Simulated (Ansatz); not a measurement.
# Ni2Ge: equal strain of all cell vectors

The task here is to estimate one member of a computed series from the others.

Program: Ansatz 0.2.0. Level of theory: DFT PBEsol, scalar-relativistic, plane waves, PAW. These are calculated values, not measurements.

2 further runs of the same task are left out: 2 set aside as unsound or not needed.

## The structure to begin with

It takes space group P6_3/mmc (No. 194, hexagonal). Conventional cell: a = 3.972 Å, b = 3.972 Å, c = 5.014 Å, α = 90.00°, β = 90.00°, γ = 120.00°. Ni (site symmetry -6m2) is surrounded by 5 Ge at 2.29 to 2.51 Å and 6 Ni at 2.61 Å. Around Ni (site symmetry -3m) lie 8 Ni at 2.51 to 2.61 Å and 6 Ge at 2.61 Å. Around Ge (site symmetry -6m2) lie 11 Ni at 2.29 to 2.61 Å.

Coordinates:

```cif
data_structure
_symmetry_space_group_name_H-M 'P6_3/mmc'
_symmetry_Int_Tables_number 194
_cell_length_a 3.9720
_cell_length_b 3.9720
_cell_length_c 5.0141
_cell_angle_alpha 90.000
_cell_angle_beta 90.000
_cell_angle_gamma 120.000
_cell_volume 68.51
loop_
_atom_site_label
_atom_site_type_symbol
_atom_site_symmetry_multiplicity
_atom_site_Wyckoff_symbol
_atom_site_fract_x
_atom_site_fract_y
_atom_site_fract_z
_atom_site_occupancy
Ni1 Ni 2 d 0.66667 0.33333 0.25000 1
Ni2 Ni 2 a 0.00000 0.00000 0.00000 1
Ge1 Ge 2 c 0.66667 0.33333 0.75000 1
```

It goes back to an entry of the Materials Project, which need not be the stable form.

It is the result of an earlier relaxation at this level (volume 11.42 Å³/atom; gap on the mesh: none (metal)).

Set-up of the first run:

Contents of input.yaml:

```yaml
crystal:
  lattice:
    - [3.9719628402, 0.0, 0.0]
    - [-1.9859814201, 3.4398207225, 0.0]
    - [0.0, 0.0, 5.0140594291]
  atoms:
    - { symbol: Ni, position: [0.6666666667, 0.3333333333, 0.25] }
    - { symbol: Ni, position: [0.3333333333, 0.6666666667, 0.75] }
    - { symbol: Ni, position: [0.0, 0.0, 0.0] }
    - { symbol: Ni, position: [0.0, 0.0, 0.5] }
    - { symbol: Ge, position: [0.6666666667, 0.3333333333, 0.75] }
    - { symbol: Ge, position: [0.3333333333, 0.6666666667, 0.25] }
basis:
  ecutwfc: 420
kpoints:
  mp_grid: { grid: [12, 12, 8] }
hamiltonian:
  xc: pbesol
scf:
  occupations: { method: gaussian, width: 0.1 }
output:
  forces: true
  stress: true
  eigenvalues: true
```

The run is started by

```sh
$ ansatz run input.yaml --threads 1 --pin off --max-ram 2560MiB --backend cpu --events-out ev --progress --plain --runs-dir out
```

Steps of the session up to this table: Zero strain; The cell strained by -1.0 %; The cell strained by +1.0 %; Strain -2.0 %; At +2.0 %; At -3.0 %; The cell strained by +3.0 %.

One table of the session follows, with a row left open; its other results are not shown here.

Lengths are those of the vectors of the cell that was run; stresses in GPa:

```
strain (%)  ΔE (meV/atom)  a (Å)  b (Å)  c (Å)
      -3.0           65.7  3.853  3.853  4.864
      -2.0           28.1  3.893  3.893  4.914
      -1.0            6.7  3.932  3.932  4.964
      +0.0            0.0  3.972  3.972  5.014
      +1.0              ?      ?      ?      ?
      +2.0           24.3  4.051  4.051  5.114
      +3.0           52.6  4.091  4.091  5.164
```

Q: Estimate the row for strain (%) = +1.0 from the others.

Worked estimate for «ΔE (meV/atom)». A straight line through the neighbours (0.0, 0.0) and (2.0, 24.3) gives 0.0 + (24.3 − 0.0) × (1.0 − 0.0) / (2.0 − 0.0) = 12.2; a parabola fitted to 4 rows on both sides gives 6.3.

The run gave: ΔE (meV/atom): 6.3; a (Å): 4.012; b (Å): 4.012; c (Å): 5.064. In «ΔE (meV/atom)» the line misses by +5.9 and the parabola by 0.0.

ΔE is over the unstrained cell. Stress in GPa, positive in compression, on the Cartesian axes of the input. 

To keep in mind: Spin polarisation is off in the runs that give these values; a magnetic solution could lie lower.
